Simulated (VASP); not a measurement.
# NaCl (Pm-3m) in VASP: notebook

One crystal, NaCl, is run at these levels: PBE; tasks: single point.

Everything below comes from runs of VASP 6.6.1. Logs are shortened: lines on timing, memory, paths and dates and some standing lists are left out, and cuts for length are marked.

## Step 1: The crystal as given

The structure is cubic, space group Pm-3m (No. 221). The conventional cell has a = 3.502 Å, b = 3.502 Å, c = 3.502 Å, α = 90.00°, β = 90.00°, γ = 90.00°. Na (site symmetry m-3m) has 8 Cl at 3.03 Å as nearest neighbours. Around Cl (site symmetry m-3m) lie 8 Na at 3.03 Å.

Measurements of this composition are mostly on another form, of space group No. 225.

## Step 2: Single point, PBE (strained and moved within a subgroup)

The input, INCAR:

```
SYSTEM = NaCl
PREC = Accurate
ENCUT = 520
EDIFF = 1E-7
ISMEAR = 0
SIGMA = 0.02
LREAL = .False.
LASPH = .True.
NELM = 100
ALGO = Fast
ISIF = 2
LWAVE = .False.
LCHARG = .True.
GGA = PE
LELF = .True.
LVHAR = .True.
NBANDS = 14
```

The input, KPOINTS:

```
Automatic mesh
0
Gamma
  6 6 6
  0 0 0
```

The input, POSCAR:

```
NaCl
1.0
    3.6442038045      0.0350219000      0.0086854312
    0.0350219000      3.6442038045      0.0086854312
    0.0086854312      0.0086854312      3.6516634692
Na Cl
1 1
Direct
   -0.0038658810     -0.0038658810      0.0065945022
    0.5038658810      0.5038658810      0.4934054978
```

Potentials or basis: VASP PAW PBE potentials, release 64 (Na_pv, Cl).

Started as:

```
$ cat potpaw_PBE.64/Na_pv/POTCAR potpaw_PBE.64/Cl/POTCAR > POTCAR
$ mpirun -np 1 vasp_std > vasp.out
```

OUTCAR:

```text
SYSTEM = NaCl
   PREC = Accurate
   ENCUT = 520
   EDIFF = 1E-7
   ISMEAR = 0
   LREAL = .False.
   LASPH = .True.
   NELM = 100
   ISIF = 2
   GGA = PE

 ion  position               nearest neighbor table
   1  0.996  0.996  0.007-
   2  0.504  0.504  0.493-

  LATTYP: Found a base centered monoclinic cell.
 ALAT       =     5.2032398865
 B/A-ratio  =     0.9809568864
 C/A-ratio  =     0.7018096815
 COS(beta)  =    -0.0067021012

  Lattice vectors:

 A1 = (  -3.6442038045,  -0.0350219000,  -0.0086854312)
 A2 = (  -0.0350219000,  -3.6442038045,  -0.0086854312)
 A3 = (   0.0086854312,   0.0086854312,   3.6516634692)

Analysis of symmetry for initial positions (statically):
=====================================================================
 Subroutine PRICEL returns:
 Original cell was already a primitive cell.

 Routine SETGRP: Setting up the symmetry group for a
 base centered monoclinic supercell.

 Subroutine GETGRP returns: Found  2 space group operations
 (whereof  2 operations were pure point group operations)
 out of a pool of  4 trial point group operations.

The static configuration has the point symmetry C_1h.

Analysis of symmetry for dynamics (positions and initial velocities):
=====================================================================
 Subroutine PRICEL returns:
 Original cell was already a primitive cell.

 Routine SETGRP: Setting up the symmetry group for a
 base centered monoclinic supercell.

 Subroutine GETGRP returns: Found  2 space group operations
 (whereof  2 operations were pure point group operations)
 out of a pool of  4 trial point group operations.

The dynamic configuration has the point symmetry C_1h.

 Subroutine INISYM returns: Found  2 space group operations
 (whereof  2 operations are pure point group operations),
 and found     1 'primitive' translations

----------------------------------------------------------------------------------------

                                     Primitive cell

  volume of cell :      48.4899

  direct lattice vectors                    reciprocal lattice vectors
     3.644203805  0.035021900  0.008685431     0.274435235 -0.002635865 -0.000646471
     0.035021900  3.644203805  0.008685431    -0.002635865  0.274435235 -0.000646471
     0.008685431  0.008685431  3.651663469    -0.000646471 -0.000646471  0.273850873

  length of vectors
     3.644382436  3.644382436  3.651684127     0.274448655  0.274448655  0.273852399

  position of ions in fractional coordinates (direct lattice)
     0.996134119  0.996134119  0.006594502
     0.503865881  0.503865881  0.493405498

  ion indices of the primitive-cell ions
   primitive index   ion index
                 1           1
                 2           2

----------------------------------------------------------------------------------------

 KPOINTS: Automatic mesh

Automatic generation of k-mesh.
 Grid dimensions read from file:
 generate k-points for:    6    6    6

 Generating k-lattice:

  Cartesian coordinates                     Fractional coordinates (reciprocal lattice)
     0.045739206 -0.000439311 -0.000107745     0.166666667 -0.000000000  0.000000000
    -0.000439311  0.045739206 -0.000107745    -0.000000000  0.166666667  0.000000000
    -0.000107745 -0.000107745  0.045641812     0.000000000  0.000000000  0.166666667

  Length of vectors
     0.045741442  0.045741442  0.045642067

  Shift w.r.t. Gamma in fractional coordinates (k-lattice)
     0.000000000  0.000000000  0.000000000

 Subroutine IBZKPT returns following result:
 ===========================================

 Found     68 irreducible k-points:

 Following reciprocal coordinates:
            Coordinates               Weight
  0.000000  0.000000  0.000000      1.000000
  0.166667 -0.000000 -0.000000      4.000000
  0.333333 -0.000000  0.000000      4.000000
  0.500000  0.000000 -0.000000      2.000000
  0.166667  0.166667 -0.000000      2.000000
  0.333333  0.166667  0.000000      4.000000
[... 16 lines left out ...]
 -0.333333  0.166667  0.166667      4.000000
 -0.166667  0.166667  0.166667      4.000000
 [... further k-points ...]
   k-points           NKPTS =     68   k-points in BZ     NKDIM =     68   number of bands    NBANDS=     14
   number of dos      NEDOS =    301   number of ions     NIONS =      2
   total plane-waves  NPLWV =  21952
   dimension x,y,z NGX =    28 NGY =   28 NGZ =   28
   dimension x,y,z NGXF=    56 NGYF=   56 NGZF=   56
   ions per type =               1   1
   NGX,Y,Z   is equivalent  to a cutoff of  12.77, 12.77, 12.75 a.u.
   NGXF,Y,Z  is equivalent  to a cutoff of  25.55, 25.55, 25.49 a.u.
 SYSTEM =  NaCl
   PREC   = accura    normal or accurate (medium, high low for compatibility)
   ISTART =      0    job   : 0-new  1-cont  2-samecut
   ICHARG =      2    charge: 1-file 2-atom 10-const
   ISPIN  =      1    spin polarized calculation?
   LNONCOLLINEAR =      F non collinear calculations
   LSORBIT =      F    spin-orbit coupling
   LASPH  =      T    aspherical Exc in radial PAW
   ENCUT  =  520.0 eV  38.22 Ry    6.18 a.u.   6.78  6.78  6.79*2*pi/ulx,y,z
   NELM   =    100;   NELMIN=  2; NELMDL= -5     # of ELM steps
   EDIFF  = 0.1E-06   stopping-criterion for ELM
   LREAL  =      F    real-space projection
   EDIFFG = 0.1E-05   stopping-criterion for IOM
   NSW    =      0    number of steps for IOM
   IBRION =     -1    ionic relax: 0-MD 1-quasi-New 2-CG
   NFREE  =      0    steps in history (QN), initial steepest desc. (CG)
   ISIF   =      2    stress and relaxation
   ISYM   =      2    0-nonsym 1-usesym 2-fastsym
   POTIM  = 0.5000    time-step for ionic-motion
   TEBEG  =    0.0;   TEEND  =   0.0 temperature during run
   PSTRESS=    0.0 pullay stress
   NELECT =      14.0000    total number of electrons
   NUPDOWN=      -1.0000    fix difference up-down
   EMIN   =  10.00;   EMAX   =-10.00  energy-range for DOS
   EFERMI =   0.00;   METHOD = LEGACY
   ISMEAR =     0;   SIGMA  =   0.02  broadening in eV -4-tet -1-fermi 0-gaus
   EFERMI_NEDOS =   21; number of points for ismear=-14 and -15
   IALGO  =     68    algorithm
   IMIX   =      4    mixing-type and parameters
     AMIX     =   0.40;   BMIX     =  1.00
     AMIX_MAG =   1.60;   BMIX_MAG =  1.00
  volume/ion in A,a.u.               =      24.24       163.61
  Fermi-wavevector in a.u.,A,eV,Ry     =   1.082016  2.044714 15.929148  1.170759
  Thomas-Fermi vector in A             =   2.218047
   LORBIT       =      0    0 simple, 1 ext, 2 COOP (PROOUT), +10 PAW based schemes
   GGA     = PE    functional components
   LHFCALC =     F    Hartree Fock is set to
   AEXX    =    0.0000 exact exchange contribution
   IVDW    =     0    specifies the selected vdW correction
   LEPSILON=     F    determine dielectric tensor
   LRPA    =     F    only Hartree local field effects (RPA)
 non-spin polarized calculation
 RMM-DIIS sequential band-by-band and
 Gauss-broadening in eV      SIGMA  =   0.02
  energy-cutoff  :      520.00
  volume of cell :       48.49
 maximum number of plane-waves:      1330
   NGX = 13   NGY = 13   NGZ = 13

 number of electron      14.0000000 magnetization

 Free energy of the ion-electron system (eV)
  ---------------------------------------------------
  ext. energy  EPLUGINS =         0.00000000
  ---------------------------------------------------
  free energy    TOTEN  =        -6.42623371 eV

  energy without entropy =       -6.42623371  energy(sigma->0) =       -6.42623371

 E-fermi :  -0.1706     XC(G=0):  -7.9200

 val. band max:       -0.3440442474   @ k =   0.5000   0.0000   0.5000
 cond. band min:       3.2686882226   @ k =   0.0000   0.0000   0.0000
 fundamental gap:      3.6127324700
 Fermi energy:        -0.1705607044

 k-point     1 :       0.0000    0.0000    0.0000
  band No.  band energies     occupation
      1     -22.5820      2.00000
      2     -22.5793      2.00000
      3     -22.5780      2.00000
      4     -13.3489      2.00000
      5      -0.7662      2.00000
      6      -0.7585      2.00000
      7      -0.7161      2.00000
      8       3.2687      0.00000
      9       8.3096      0.00000
     10       8.3286      0.00000
     11      14.1304      0.00000
     12      14.2329      0.00000
     13      14.3429      0.00000
     14      15.0557      0.00000

 k-point     2 :       0.1667   -0.0000   -0.0000
  band No.  band energies     occupation
      1     -22.5867      2.00000
      2     -22.5792      2.00000
      3     -22.5785      2.00000
      4     -13.2879      2.00000
      5      -1.4016      2.00000
      6      -0.7113      2.00000
      7      -0.6917      2.00000
      8       3.9373      0.00000
      9       8.5968      0.00000
     10       8.6361      0.00000
     11      12.9146      0.00000
     12      12.9452      0.00000
     13      13.8212      0.00000
     14      15.3153      0.00000

 k-point     3 :       0.3333   -0.0000    0.0000
  band No.  band energies     occupation
      1     -22.5988      2.00000
      2     -22.5784      2.00000
      3     -22.5775      2.00000
      4     -13.1604      2.00000
      5      -2.3846      2.00000
      6      -0.6128      2.00000
      7      -0.5942      2.00000
      8       5.1943      0.00000
      9       8.3372      0.00000
     10       9.3984      0.00000
     11      11.6295      0.00000
     12      11.6705      0.00000
     13      13.6213      0.00000
     14      14.7933      0.00000
[... 324 lines left out ...]
 k-point    23 :      -0.3333    0.1667    0.1667
  band No.  band energies     occupation
      1     -22.5969      2.00000
      2     -22.5839      2.00000
      3     -22.5823      2.00000
      4     -13.0580      2.00000
      5      -2.1797      2.00000
      6      -1.1210      2.00000
      7      -1.0045      2.00000
      8       5.9978      0.00000
      9       8.3760      0.00000
     10       9.0735      0.00000
     11      11.2352      0.00000
     12      11.4281      0.00000
     13      12.6383      0.00000
     14      16.1515      0.00000

 k-point    24 :      -0.1667    0.1667    0.1667
  band No.  band energies     occupation
      1     -22.5866      2.00000
      2     -22.5844      2.00000
      3     -22.5830      2.00000
      4     -13.1739      2.00000
      5      -1.4686      2.00000
      6      -1.1367      2.00000
      7      -1.1092      2.00000
      8       5.0624      0.00000
      9       9.0174      0.00000
     10       9.0756      0.00000
     11      11.1783      0.00000
     12      12.2690      0.00000
     13      12.3516      0.00000
     14      16.1193      0.00000

 [... further k-points ...]

------------------------ aborting loop because EDIFF is reached ----------------------------------------

  FORCE on cell =-STRESS in cart. coord.  units (eV):
  Direction    XX          YY          ZZ          XY          YZ          ZX
  --------------------------------------------------------------------------------------
  -------------------------------------------------------------------------------------
  Total       -0.6900201     -0.6900201     -0.7267321      0.0343034      0.0057126      0.0057126
  in kB      -22.7992867    -22.7992867    -24.0123043      1.1334336      0.1887531      0.1887524
  external PRESSURE =     -23.2036259 kB  Pullay stress =       0.0000000 kB

 VOLUME and BASIS-vectors are now :
 -----------------------------------------------------------------------------
  energy-cutoff  :      520.00
  volume of cell :       48.49
      direct lattice vectors                 reciprocal lattice vectors
     3.644203805  0.035021900  0.008685431     0.274435235 -0.002635865 -0.000646471
     0.035021900  3.644203805  0.008685431    -0.002635865  0.274435235 -0.000646471
     0.008685431  0.008685431  3.651663469    -0.000646471 -0.000646471  0.273850873

 POSITION                                       TOTAL-FORCE (eV/Angst)
 -----------------------------------------------------------------------------------
      3.66506      3.66506      0.04138        -0.002714     -0.002714      0.003407
      1.85812      1.85812      1.81050         0.002714      0.002714     -0.003407
 -----------------------------------------------------------------------------------
    total drift:                                0.000537      0.000537     -0.000393

  FREE ENERGIE OF THE ION-ELECTRON SYSTEM (eV)
  ---------------------------------------------------
  free  energy   TOTEN  =        -6.4262337062 eV

  energy  without entropy=       -6.4262337062  energy(sigma->0) =       -6.42623371
```

Wall time 22 s (1 thread of Intel Xeon 6975P-C (Granite Rapids), shared host); peak memory 0.17 GiB.

What came out:

```
Free energy            : -6.4262 eV
Pressure               : -2.3 GPa
Largest force          : 0.005 eV/Å
Band gap on the k mesh : 3.61 eV, indirect (least direct gap 3.98 eV)
```

Forces on the atoms (eV/Å):
```
Na  -0.003 -0.003  0.003
Cl   0.003  0.003 -0.003
```

Levels at points of the mesh, in eV from the valence-band top:
```
           k point  band 5  band 6  band 7  band 8  band 9  band 10
(0.00, 0.00, 0.00)   -0.42   -0.41   -0.37    3.61    8.65     8.67
(0.50, 0.00, 0.00)   -2.45   -0.22   -0.20    6.55    7.78    10.50
(0.50, 0.50, 0.00)   -1.89   -1.85   -0.01    5.52    9.59    10.14
(0.00, 0.00, 0.50)   -2.45   -0.23   -0.18    6.56    7.76    10.51
(0.50, 0.00, 0.50)   -1.88   -1.87    0.00    5.50    9.61    10.22
(0.50, 0.50, 0.50)   -1.52   -1.51   -1.50    7.00    7.10     7.17
```

A k mesh can miss the band edges.

[end of part 1 of 2]
